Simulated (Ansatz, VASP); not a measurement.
## H in VASP and in Ansatz

File INCAR:

```
PREC = Accurate ; ENCUT = 520
EDIFF = 1E-6 ; ISMEAR = 0
SIGMA = 0.02 ; LREAL = F
LASPH = T ; NELM = 80
ALGO = Normal ; ISIF = 2
LWAVE = F ; LCHARG = F
GGA = PS ; NBANDS = 10
```

File KPOINTS:

```
regular mesh
0
Gamma
  8 8 4
```

File POSCAR:

```
H
1.0
    1.5073680768     -2.7558636708      0.0000000000
    1.5073680768      2.7558636708      0.0000000000
    0.0000000000      0.0000000000      6.3130741055
H
4
Direct
    0.5546204706      0.4453795294      0.9786775911
    0.4453795294      0.5546204706      0.0213224089
    0.4453795294      0.5546204706      0.4786775911
    0.5546204706      0.4453795294      0.5213224089
```

Input for Ansatz:

```yaml
crystal:
  lattice:
    - [1.5073680768, -2.7558636708, 0.0]
    - [1.5073680768, 2.7558636708, 0.0]
    - [0.0, 0.0, 6.3130741055]
  atoms:
    - { symbol: H, position: [0.5546204706, 0.4453795294, 0.9786775911] }
    - { symbol: H, position: [0.4453795294, 0.5546204706, 0.0213224089] }
    - { symbol: H, position: [0.4453795294, 0.5546204706, 0.4786775911] }
    - { symbol: H, position: [0.5546204706, 0.4453795294, 0.5213224089] }
basis:
  ecutwfc: 420
kpoints:
  mp_grid: { grid: [8, 8, 4] }
hamiltonian:
  xc: pbesol
scf:
  occupations: { method: gaussian, width: 0.02 }
output:
  forces: true
  stress: true
  eigenvalues: true
  populations: true
```

Alike in both runs: task single point; functional PBEsol; k mesh 8 × 8 × 4; occupations gaussian, width 0.02 eV; no spin polarisation.

|  | VASP | Ansatz |
| --- | --- | --- |
| version | VASP 6.6.1 | Ansatz 0.2.0 |
| potentials or method | VASP PAW PBE potentials, release 64 (H) | scalar-relativistic, plane waves, PAW |
| plane-wave cutoff (eV) | 520 | 420 |
| valence electrons in the cell | 4 | 4 |

VASP gave:

| Quantity | Value |
| --- | --- |
| gap on the k mesh at the Fermi level (eV) | 9.06 |
| least direct gap on the mesh (eV) | 9.20 |
| pressure (GPa) | 6.2 |
| largest component of the traceless stress (GPa) | 9.18 |
| rms of the force components (eV/Å) | 2.665 |

Question: Estimate Ansatz's values.

Answer: gap on the k mesh at the Fermi level (eV): 9.07; least direct gap on the mesh (eV): 9.20; pressure (GPa): 6.3; largest component of the traceless stress (GPa): 9.12; rms of the force components (eV/Å): 2.643.

Atom by atom the forces differ by 0.022 eV/Å (rms over components). With one functional, cell and mesh, what is left measures potentials, basis and numerics.

Caveats: the PAW data sets were made with another functional, which shifts forces and pressure a little (VASP). A k mesh can miss the band edges.
